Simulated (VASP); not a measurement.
A run of VASP 6.6.1 is set up as follows.

The input INCAR:

```
  ALGO = Normal
  EDIFF = 1E-6
  ENCUT = 520
  GGA = PE
  ISIF = 2
  ISMEAR = -1
  LASPH = T
  LCHARG = T
  LELF = T
  LREAL = F
  LVHAR = T
  LWAVE = F
  NBANDS = 15
  NELM = 100
  PREC = Accurate
  SIGMA = 0.02
```

File KPOINTS:

```
k-points
0
Gamma
  8 8 8
```

Contents of POSCAR:

```
KF
1.0
    0.0000000000      2.8455781461      2.8455781461
    2.8455781461      0.0000000000      2.8455781461
    2.8455781461      2.8455781461      0.0000000000
K F
1 1
Direct
    0.0000000000      0.0000000000      0.0000000000
    0.2500000000      0.2500000000      0.2500000000
```

Potentials or basis: VASP PAW PBE potentials, release 64 (K_sv, F).

Launch:

```bash
$ cat potpaw_PBE.64/K_sv/POTCAR potpaw_PBE.64/F/POTCAR > POTCAR
$ mpirun -np 1 vasp_std > vasp.out
```

**Question.** Predict the band gap on the k mesh.

**Answer.** 5.41 eV, indirect (least direct gap 5.71 eV).

**Question.** Predict the pressure.

**Answer.** 3.8 GPa.

A k mesh can miss the band edges.
